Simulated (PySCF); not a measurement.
# CHF3 (trifluoromethane) at 5 levels

Aim: a comparison of 5 runs (HF/STO-3G, HF/3-21G, HF/def2-SVP, PBE0/6-31G, PBE0/def2-SVP) of CHF3 (trifluoromethane). 

The calculation is run with PySCF 2.14.0.

## Step 1: Starting point

The species is CHF3 (5 atoms), meant as a singlet with charge 0. SMILES: `FC(F)F`. The shape is that of a GFN2-xTB optimisation.

Bond lengths: F1–C2 1.328 Å, C2–F3 1.328 Å, C2–F4 1.328 Å, C2–H5 1.104 Å. Angles: F1–C2–F3 108.4°, F1–C2–F4 108.4°, F3–C2–F4 108.4°, F1–C2–H5 110.5°, F3–C2–H5 110.5°, F4–C2–H5 110.5°.

## Step 2: Energy and gradient at HF/STO-3G (run 1)

geometry.xyz

```xyz
5

F     -0.667670    -0.332390     1.075060
C      0.018950     0.054610     0.006800
F      1.042420    -0.774930    -0.157420
F     -0.771270    -0.038770    -1.056390
H      0.377570     1.091490     0.131950
```

input.py

```python
# FC(F)F
from pyscf import gto

mol = gto.M(
    atom='geometry.xyz',
    basis='sto-3g',
    verbose=3,
    max_memory=1860,
)

mf = mol.RHF()
mf.conv_tol = 1e-10
mf.kernel()
if not mf.converged:
    mf = mf.newton().run(mf.mo_coeff, mf.mo_occ)

e_final = mf.e_tot
print('E = %.10f Eh' % e_final)
grad = mf.nuc_grad_method().kernel()
mf.analyze()
```

Command:

```
$ OMP_NUM_THREADS=1 python input.py
```

What it wrote:

```text
converged SCF energy = -332.09273247597
E = -332.0927324760 Eh
--------------- RHF gradients ---------------
         x                y                z
0 F     0.0303651867     0.0141609466    -0.0496711902
1 C    -0.0115315732    -0.0339104846    -0.0036543162
2 F    -0.0483806644     0.0345122303     0.0070846722
3 F     0.0348721510     0.0006095960     0.0481339801
4 H    -0.0053251001    -0.0153722883    -0.0018931459
----------------------------------------------
**** MO energy ****
MO #1   energy= -25.9752456519261  occ= 2
MO #2   energy= -25.9750333880475  occ= 2
MO #3   energy= -25.9748599474087  occ= 2
MO #4   energy= -11.2899461008684  occ= 2
MO #5   energy= -1.62438729369922  occ= 2
MO #6   energy= -1.51818637308272  occ= 2
MO #7   energy= -1.51800546536084  occ= 2
MO #8   energy= -0.86750690302847  occ= 2
MO #9   energy= -0.725659214851215 occ= 2
MO #10  energy= -0.671368632392526 occ= 2
MO #11  energy= -0.671360474527112 occ= 2
MO #12  energy= -0.521833336930624 occ= 2
MO #13  energy= -0.521756463791005 occ= 2
MO #14  energy= -0.486217825629159 occ= 2
MO #15  energy= -0.471177872160302 occ= 2
MO #16  energy= -0.471101324149621 occ= 2
MO #17  energy= -0.432079110906513 occ= 2
MO #18  energy= 0.604839590184888  occ= 0
MO #19  energy= 0.605150834414468  occ= 0
MO #20  energy= 0.634161976911389  occ= 0
MO #21  energy= 0.675628176467368  occ= 0
 ** Mulliken atomic charges  **
charge of    0F =     -0.11674
charge of    1C =      0.33047
charge of    2F =     -0.11678
charge of    3F =     -0.11690
charge of    4H =      0.01994
Dipole moment(X, Y, Z, Debye):  0.35352,  1.02063,  0.12477
```

Run time: 2.2 s. Hardware: 1 thread of Intel Xeon at 2.50GHz (Skylake/Cascade Lake), shared host; peak memory 0.12 GiB.

## Step 3: Energy and gradient at HF/3-21G (run 2)

geometry.xyz is that of step 2.

calc.py

```python
import pyscf.grad
from pyscf import gto, scf

mol = gto.M(
    atom='geometry.xyz',
    max_memory=1860,
    verbose=4,
    basis='3-21g',
)

myscf = scf.RHF(mol)
myscf.conv_tol = 1e-10
myscf.kernel()
if not myscf.converged:
    myscf = myscf.newton().run(myscf.mo_coeff, myscf.mo_occ)

etot = myscf.e_tot
print(f'total energy: {etot:.8f} hartree')
grad = myscf.Gradients().kernel()
myscf.analyze()
```

Command:

```
$ OMP_NUM_THREADS=1 python calc.py
```

What it wrote:

```text
PySCF version 2.14.0

[INPUT] num. atoms = 5
[INPUT] num. electrons = 34
[INPUT] charge = 0
[INPUT] spin (= nelec alpha-beta = 2S) = 0
[INPUT] symmetry False subgroup None
[INPUT] Mole.unit = angstrom
[INPUT] Symbol           X                Y                Z      unit          X                Y                Z       unit  Magmom
[INPUT]  1 F     -0.667670000000  -0.332390000000   1.075060000000 AA   -1.261713441588  -0.628126066544   2.031568967475 Bohr   0.0
[INPUT]  2 C      0.018950000000   0.054610000000   0.006800000000 AA    0.035810310061   0.103197943662   0.012850137647 Bohr   0.0
[INPUT]  3 F      1.042420000000  -0.774930000000  -0.157420000000 AA    1.969888306769  -1.464405465709  -0.297480686529 Bohr   0.0
[INPUT]  4 F     -0.771270000000  -0.038770000000  -1.056390000000 AA   -1.457489068093  -0.073264681849  -1.996287780729 Bohr   0.0
[INPUT]  5 H      0.377570000000   1.091490000000   0.131950000000 AA    0.713503892852   2.062617167702   0.249349362136 Bohr   0.0

[... 45 lines left out ...]
total energy: -334.94983298 hartree
[... 15 lines left out ...]
Two-electron Energy =                  264.340744576877796
[... 5 lines left out ...]
MO #2   energy= -26.2124983512436  occ= 2
[... 3 lines left out ...]
MO #6   energy= -1.6344175791816   occ= 2
[... 3 lines left out ...]
MO #10  energy= -0.810278617557442 occ= 2
[... 3 lines left out ...]
MO #14  energy= -0.649190518939024 occ= 2
[... 3 lines left out ...]
MO #18  energy= 0.277929468398895  occ= 0
[... 3 lines left out ...]
MO #22  energy= 0.8774264318609    occ= 0
[... 3 lines left out ...]
MO #26  energy= 1.46337517652095   occ= 0
[... 3 lines left out ...]
MO #30  energy= 2.35050924278665   occ= 0
[... 3 lines left out ...]
MO #34  energy= 2.48318058488503   occ= 0
[... 3 lines left out ...]
MO #38  energy= 4.57657948759789   occ= 0
[... 7 lines left out ...]
pop of  0 F 2pz           1.68732
pop of  0 F 3px           0.00067
pop of  0 F 3py           0.00132
pop of  0 F 3pz           0.00048
pop of  1 C 1s            1.99982
pop of  1 C 2s            0.92423
pop of  1 C 3s            0.00733
pop of  1 C 2px           0.67841
pop of  1 C 2py           0.95108
pop of  1 C 2pz           0.64588
pop of  1 C 3px           0.02484
pop of  1 C 3py           0.02061
pop of  1 C 3pz           0.02534
pop of  2 F 1s            1.99984
pop of  2 F 2s            1.83571
pop of  2 F 3s            0.00285
pop of  2 F 2px           1.71319
pop of  2 F 2py           1.79306
pop of  2 F 2pz           1.93051
pop of  2 F 3px           0.00052
pop of  2 F 3py           0.00137
pop of  2 F 3pz           0.00058
pop of  3 F 1s            1.99984
pop of  3 F 2s            1.83588
pop of  3 F 3s            0.00285
pop of  3 F 2px           1.79764
pop of  3 F 2py           1.95296
pop of  3 F 2pz           1.68620
pop of  3 F 3px           0.00067
pop of  3 F 3py           0.00127
pop of  3 F 3pz           0.00054
pop of  4 H 1s            0.87313
pop of  4 H 2s            0.01626
 ** Mulliken atomic charges  **
charge of    0F =     -0.27758
charge of    1C =      0.72246
charge of    2F =     -0.27764
charge of    3F =     -0.27784
charge of    4H =      0.11061
Dipole moment(X, Y, Z, Debye):  0.65503,  1.89124,  0.23091
```

Wall time 2.6 s (1 thread of Intel Xeon at 2.50GHz (Skylake/Cascade Lake), shared host); peak memory 0.12 GiB.

Runs 3 to 4 aren't shown in full; the table further down has their settings and results.

## Step 4: Energy and forces at PBE0/def2-SVP (run 5)

run.py

```python
# FC(F)F
import pyscf.grad
from pyscf import gto, dft

mol = gto.Mole()
mol.atom = '''
F   -0.667670  -0.332390   1.075060
C    0.018950   0.054610   0.006800
F    1.042420  -0.774930  -0.157420
F   -0.771270  -0.038770  -1.056390
H    0.377570   1.091490   0.131950
'''
mol.spin = 0
mol.basis = 'def2-svp'
mol.verbose = 3
mol.max_memory = 1860
mol.charge = 0
mol.build()

mf = dft.RKS(mol)
mf.xc = 'pbe0'
mf.conv_tol = 1e-10
mf.grids.level = 5
mf.kernel()
if not mf.converged:
    mf = mf.newton().run(mf.mo_coeff, mf.mo_occ)

etot = mf.e_tot
print('Final energy', etot)
grad = mf.Gradients().kernel()
mf.analyze()
```

Command:

```
$ OMP_NUM_THREADS=1 python run.py
```

What it wrote:

```text
converged SCF energy = -337.654088933992
Final energy -337.6540889339916
--------------- RKS gradients ---------------
         x                y                z
0 F    -0.0001773840    -0.0011097541    -0.0005774072
1 C     0.0009723444     0.0024946183     0.0005770307
2 F    -0.0008266774    -0.0009560508    -0.0001299078
3 F    -0.0002538342    -0.0012467820     0.0000422732
4 H     0.0002807820     0.0008234311     0.0000748893
----------------------------------------------
**** MO energy ****
MO #1   energy= -24.8080395558184  occ= 2
MO #2   energy= -24.8079540572675  occ= 2
MO #3   energy= -24.8078286317725  occ= 2
MO #4   energy= -10.478956249588   occ= 2
MO #5   energy= -1.34114299365723  occ= 2
MO #6   energy= -1.24558237575364  occ= 2
MO #7   energy= -1.24540115781992  occ= 2
MO #8   energy= -0.732047583938873 occ= 2
MO #9   energy= -0.629001969305981 occ= 2
MO #10  energy= -0.61547762681785  occ= 2
MO #11  energy= -0.61541739790332  occ= 2
MO #12  energy= -0.489300866371128 occ= 2
MO #13  energy= -0.489292767926486 occ= 2
MO #14  energy= -0.452278802983861 occ= 2
MO #15  energy= -0.45219784761041  occ= 2
MO #16  energy= -0.429495245564684 occ= 2
MO #17  energy= -0.408253112932065 occ= 2
MO #18  energy= 0.0888464007569252 occ= 0
MO #19  energy= 0.163005019477729  occ= 0
MO #20  energy= 0.163154352632162  occ= 0
MO #21  energy= 0.233576210793708  occ= 0
MO #22  energy= 0.379259460440288  occ= 0
MO #23  energy= 0.452606444934537  occ= 0
MO #24  energy= 0.4527295269052    occ= 0
MO #25  energy= 0.564891351962622  occ= 0
MO #26  energy= 0.605102181873263  occ= 0
MO #27  energy= 1.03480452159131   occ= 0
MO #28  energy= 1.03483145128895   occ= 0
MO #29  energy= 1.10530512833118   occ= 0
MO #30  energy= 1.10541919922751   occ= 0
MO #31  energy= 1.13847705064488   occ= 0
MO #32  energy= 1.33647647660877   occ= 0
MO #33  energy= 1.33653410172961   occ= 0
MO #34  energy= 1.34062305343959   occ= 0
MO #35  energy= 1.46054207925112   occ= 0
MO #36  energy= 1.49654057544599   occ= 0
MO #37  energy= 1.49655828523677   occ= 0
MO #38  energy= 1.68974259888993   occ= 0
MO #39  energy= 1.68986246306913   occ= 0
MO #40  energy= 1.79008101353713   occ= 0
MO #41  energy= 1.86011203930696   occ= 0
MO #42  energy= 1.86021664959588   occ= 0
MO #43  energy= 1.88468796468055   occ= 0
MO #44  energy= 2.07429713910331   occ= 0
MO #45  energy= 2.07480443085442   occ= 0
MO #46  energy= 2.68345865399761   occ= 0
MO #47  energy= 3.00843404288347   occ= 0
MO #48  energy= 3.0370070605396    occ= 0
MO #49  energy= 3.03708607335513   occ= 0
MO #50  energy= 3.04918765166185   occ= 0
MO #51  energy= 3.05420926797406   occ= 0
MO #52  energy= 3.0542566839618    occ= 0
MO #53  energy= 3.05819046251336   occ= 0
MO #54  energy= 3.20398716072362   occ= 0
MO #55  energy= 3.2041478458358    occ= 0
MO #56  energy= 3.42473284104191   occ= 0
MO #57  energy= 3.55286396736988   occ= 0
MO #58  energy= 3.55290824233767   occ= 0
MO #59  energy= 3.70290298135858   occ= 0
MO #60  energy= 3.86099031078728   occ= 0
MO #61  energy= 3.86107246745419   occ= 0
 ** Mulliken atomic charges  **
charge of    0F =     -0.25684
charge of    1C =      0.66478
charge of    2F =     -0.25691
charge of    3F =     -0.25716
charge of    4H =      0.10612
Dipole moment(X, Y, Z, Debye):  0.49714,  1.43450,  0.17574
```

Wall time 25 s (1 thread of Intel Xeon at 2.50GHz (Skylake/Cascade Lake), shared host); peak memory 0.61 GiB.

## Step 5: The series

| run | level | integration grid | energy (Eh) | dipole moment (D) | HOMO energy (eV) | LUMO energy (eV) | wall time |
| --- | --- | --- | --- | --- | --- | --- | --- |
| 1 | HF/STO-3G | – | -332.092732 | 1.09 | -11.76 | 16.46 | 2.2 s |
| 2 | HF/3-21G | – | -334.949833 | 2.01 | -15.83 | 7.56 | 2.6 s |
| 3 | HF/def2-SVP | – | -336.504008 | 1.89 | -16.23 | 5.25 | 5.7 s |
| 4 | PBE0/6-31G | 5 | -337.812685 | 1.80 | -11.24 | 3.09 | 16 s |
| 5 | PBE0/def2-SVP | 5 | -337.654089 | 1.53 | -11.11 | 2.42 | 25 s |

## Step 6: Summary of results

```
                       quantity          value
            run 5: total energy  -337.65409 Eh
           run 5: dipole moment         1.53 D
             run 5: HOMO energy      -11.11 eV
             run 5: LUMO energy        2.42 eV
           run 5: HOMO–LUMO gap       13.53 eV
run 5: largest force on an atom     0.141 eV/Å
```

What this shows: The dipole moment (its size) runs from 1.09 D (HF/STO-3G) to 2.01 D (HF/3-21G). The HOMO–LUMO gap runs from 13.53 eV (PBE0/def2-SVP) to 28.22 eV (HF/STO-3G). The two ends differ in method and basis. In run 1 the basis is minimal, so the values are rough. All runs together took 52 s, the longest 25 s.
